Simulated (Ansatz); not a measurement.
Si2Ni:

```xyz
3
Lattice="0.0000 2.7030 2.7030 2.7030 0.0000 2.7030 2.7030 2.7030 0.0000" Properties=species:S:1:pos:R:3 pbc="T T T"
Ni    0.0000    0.0000    0.0000
Si    4.0545    4.0545    4.0545
Si    1.3515    1.3515    1.3515
```

| Quantity | Value |
| --- | --- |
| Program | Ansatz 0.2.0 |
| Task | relaxation of cell and atoms |
| Functional | PBE |
| Potentials or basis | Ansatz PAW |
| Cutoff | 420 eV (not typed: the program's choice for these potentials) |
| k mesh | 9 × 9 × 9 |
| Occupations | fermi-dirac, width 0.05 eV |
| Spin | collinear spin, ferromagnetic start |
| Starting moments | [1.0, 0.0, 0.0] μB |

At the start: volume 13.17 Å³/atom.

Q: Where does the relaxation end?

A: It ends after 5 steps and the volume is 13.50 Å³/atom (+2.5 %); space group Fm-3m (No. 225, to 0.05 Å); moment 0.00 μB per cell.

Step by step:
```tsv
step	energy change (eV)	largest force (eV/Å)	volume (Å³)
1	0.0000	0.0000	39.50
2	-0.0091	0.0000	40.03
3	-0.0115	0.0000	40.49
4	-0.0115	0.0000	40.50
5	-0.0118	0.0000	40.50
```

Final structure:
```yaml
crystal:
  lattice:
    - [0.00000, 2.72577, 2.72577]
    - [2.72577, 0.00000, 2.72577]
    - [2.72577, 2.72577, 0.00000]
  atoms:
    - { symbol: Ni, position: [0.00000, 0.00000, 0.00000] }
    - { symbol: Si, position: [0.75000, 0.75000, 0.75000] }
    - { symbol: Si, position: [0.25000, 0.25000, 0.25000] }
```

Caveat: the plane-wave basis is chosen anew once the cell has moved, so the energies of steps on either side of that aren't comparable; the starting moments weren't kept.
